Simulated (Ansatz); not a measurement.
The cell was built from the rocksalt type and relaxed in the same program, and has space group Fm-3m; it needn't be a known or the stable phase.

BP: DFT, PBE, PAW with Ansatz's default frozen-core files, scalar-relativistic (Ansatz 0.2.0).

Command: `ansatz run input.yaml --threads 1 --pin off --max-ram 2048MiB --backend cpu --events-out ev --progress --plain --runs-dir out` The run took 11 s on 1 thread of Intel(R) Xeon(R) 6975P-C (Granite Rapids), on a shared host, peak memory 0.4 GiB.

```yaml
crystal:
  lattice:
    - [0.0, 2.1597997182, 2.1597997182]
    - [2.1597997182, 0.0, 2.1597997182]
    - [2.1597997182, 2.1597997182, 0.0]
  atoms:
    - { symbol: B, position: [0.0, 0.0, 0.0] }
    - { symbol: P, position: [0.5, 0.5, 0.5] }
kpoints:
  mp_grid: { grid: [16, 16, 16] }
  band_path:
    path:
      - [0.0, 0.0, 0.0]
      - [0.5, 0.0, 0.5]
      - [0.625, 0.25, 0.625]
      - [0.375, 0.375, 0.75]
      - [0.0, 0.0, 0.0]
      - [0.5, 0.5, 0.5]
      - [0.5, 0.25, 0.75]
      - [0.5, 0.0, 0.5]
    npoints: 14
scf:
  occupations: { method: fermi_dirac, width: 0.05 }
hamiltonian:
  xc: pbe
  pseudopotentials: { kind: paw }
output:
  forces: true
  stress: true
  eigenvalues: true
  efg: { contact_densities: true }
  populations: true
  bader: true
  dos: { projected: true, de: 0.2, e_range: [-14, 8] }
  write_density: true
  write_potential: true
  elf: true
  volumetric_format: npy
```

Output:

```
Engine: ansatz 0.2.0
Pseudopotentials: kind: paw
Pseudopotential: B, paw, valence charge 3, recommended cutoff 420 eV (normal)
Pseudopotential: P, paw, valence charge 5, recommended cutoff 420 eV (normal)
Functional definition: PBE
  parameter kappa = 0.804
  parameter beta = 0.06672455060314922
  exchange = pbe_x(kappa = kappa, mu = beta*pi^2/3)
  correlation = pbe_c(beta = beta)
Crystal: 2 atoms, lattice volume = 20.150 Å³
Basis set: ecut = 420 eV, 411 PW (Γ), exchange–correlation on 48×48×48 points (8 copies of the dense FFT grid, shifted against one another)
Bands: 8, of which v1, the nominal top of the filled ones, is band 4 counted from 1 (3 counted from 0)
Symmetry: 48 space group operations
Space group: Fm-3m (ITA 225), of the structure as read, at distance tolerance 2.7e-5 Å
k-points: 145 of 4096
Non-local potential: B, projectors of the file, l = 0: 2, l = 1: 2, l = 2: 1
Non-local potential: P, projectors of the file, l = 0: 2, l = 1: 2, l = 2: 2
PAW form: soft (Blöchl's): semilocal exchange-correlation on the pseudo side does not see the compensation charge
PAW one-centre angular grid: B, 110 points (default); XC on 64 Gauss nodes
PAW one-centre angular grid: P, 110 points (default); XC on 64 Gauss nodes
Initial density: superposition of atomic densities (neutral atoms: chi_scale 0, normalization atom), corrected by the library's trained network
Initial wavefunctions: pseudopotential atomic-orbital guess
Functional: x = pbe(κ = 0.804, μ = 0.2195149727645171), c = pbe(β = 0.06672455060314922)
SCF iter   1: F=—  HF=-910.324612 eV  |F-HF|=—  |Δ(HF+E_count)|=         —  Δρ=1.89e-3  dr2=2.93e-4  ethr=1.77e-3  ⟨swp⟩=5.6  Hψ=9582  notcnv=0
preconditioner: auto → none  [metal: Δε(μ)=0.014 eV  Ē_g=12.779 eV  σ=0.050 eV  W_gap=0.07  n_scr=0 (ndim 8)  ℏωp=23.4 eV  f_vac=0.000  D(μ)=0.63/eV (n_scr^D=0)]
SCF iter   2: F=—  HF=-910.324651 eV  |F-HF|=—  |Δ(HF+E_count)|=   3.82e-5  Δρ=1.12e-3  dr2=1.76e-4  ethr=3.67e-6  ⟨swp⟩=2.6  Hψ=2868  notcnv=0
SCF iter   3: F=—  HF=-910.324698 eV  |F-HF|=—  |Δ(HF+E_count)|=   4.69e-5  Δρ=4.15e-4  dr2=1.91e-5  ethr=2.21e-6  ⟨swp⟩=2.5  Hψ=1686  notcnv=0
SCF iter   4: F=—  HF=-910.324714 eV  |F-HF|=—  |Δ(HF+E_count)|=   1.68e-5  Δρ=1.46e-4  dr2=4.62e-6  ethr=2.38e-7  ⟨swp⟩=2.2  Hψ=1737  notcnv=0
SCF iter   5: F=—  HF=-910.324714 eV  |F-HF|=—  |Δ(HF+E_count)|=   2.92e-7  Δρ=2.93e-5  dr2=2.35e-7  ethr=5.78e-8  ⟨swp⟩=2.3  Hψ=1682  notcnv=0
SCF iter   6: F=-910.324714 eV  HF=-910.324714 eV  |F-HF|=1.39e-8  |Δ(HF+E_count)|=   7.12e-8  Δρ=8.07e-6  dr2=1.77e-8  ethr=1.25e-9  ⟨swp⟩=7.5  Hψ=6227  notcnv=0
SCF 1 converged in 6 iterations: F = -910.324714 eV  dr2 = 1.77e-8
  greatest PAW one-centre occupation: 0.793 electrons in one spin orbital (limit 2), on the P atom at site 1 (counted from 0), in its partial waves of l = 0
NSCF: frozen V_eff on 99 k-points
SCF converged after 6 iterations
Free energy (F): -910.324714 eV
Harris-Foulkes:  -910.324714 eV  (|F-HF|=1.39e-8)
Internal energy: -910.319484 eV  (E = F + TS)
E sigma→0 (E₀):  -910.322099 eV
Entropy (-TS):   -0.005230 eV (-2.615 meV/atom)
Fermi energy:    11.826238 eV
--- Per-component energies (eV) ---
  E_band       = 40.968303
  E_kinetic    = 119.077447
  E_local      = -23.318316  (includes V_loc(G=0)·N_el)
  E_nonlocal   = 45.222871
  E_hartree    = 4.972559
  E_xc         = -94.323280
  E_vxc        = -100.015275  (∫ρ·V_xc dr)
  E_paw        = -647.633863  (= ΣΔE_a)
  E_vpaw       = -9.943587  (= ΣTr[D̂ρ^β])
  E_aug_tail   = 0.000001  (compensation charges beyond the density's cutoff)
  E_ewald      = -314.316902
  E_smearing   = -0.005230  (= −TS)
  E_closure    = 0.000000  (closes the sum)
  Σ components = -910.324714   (vs F -910.324714, Δ=0.00e0)
--- Forces (eV/Å), atoms counted from 1 ---
  atom   1  B     -0.00000000     0.00000000    -0.00000000
  atom   2  P      0.00000000     0.00000000    -0.00000000
  max |Σ_I F_I| component: 4.01e-30 eV/Å
--- Stress (GPa, compression-positive) ---
       -0.000556       0.000000      -0.000000
       -0.000000      -0.000556      -0.000000
       -0.000000       0.000000      -0.000556
  P = ⅓ Tr σ = -0.0006 GPa (-0.006 kbar)
--- PAW observables at the nuclei: V_zz in 10²¹ V/m², potentials from the cell's mean, atoms counted from 1 ---
  atom   1  B  V_zz =    -0.000000   η = 0.0000   by run symmetry: forbidden
            electrostatic potential = -327.768145 V   contact ρ = 487.536470 e/Å³
  atom   2  P  V_zz =    +0.000000   η = 0.0000   by run symmetry: forbidden
            electrostatic potential = -1497.067998 V   contact ρ = 16024.327994 e/Å³
--- Band table (eV; the first three rows and the last of 145) ---
  k-point 0: bands = ["-5.0731", "11.8466", "11.8466", "11.8466", "18.3446", "19.6977", "19.6977", "19.6977"]
  k-point 1: bands = ["-4.9899", "11.2959", "11.8204", "11.8204", "18.4813", "19.7532", "19.7532", "19.8006"]
  k-point 2: bands = ["-4.7408", "9.9710", "11.7583", "11.7583", "18.3871", "18.4908", "18.4908", "20.0997"]
  k-point 144: bands = ["1.9696", "4.4060", "4.5087", "4.5087", "15.4020", "16.4846", "21.1301", "21.1301"]
--- Löwdin populations: 2 sites ---
  site symbol       q [e]
     0      B      3.6490
     1      P      4.2633
  spilling = 0.010964 (of n_electrons = 8.000000)
--- Bader charges: 2 sites ---
  site symbol  charge [e]  shift [e]
     0      B      0.0166     0.0000
     1      P     -0.0166     0.0000
  estimated error of the sums over rays = 3.7e-4 e
```

populations.tsv:

```
# site	symbol	l	j	q
# orbitals = lowdin
# n_electrons = 8.000000
# spilling = 0.010964
0	B	0_2S	-	1.068804
0	B	1_2P	-	2.580208
1	P	0_3S	-	1.306272
1	P	1_3P	-	2.957001
```

bader_charges.tsv:

```
# site	symbol	x_ang	y_ang	z_ang	partial_charge_e	electrons	volume_ang3	relative_density_drop	shared_charge_e	partial_wave_shift_e
# quadrature_error_electrons = 3.7e-4
0	B	0.0000	0.0000	0.0000	0.01661	4.98339	7.44	-	0.01661	0.00003
1	P	2.1598	2.1598	2.1598	-0.01661	15.01661	12.71	-	-0.01661	0.00003
```
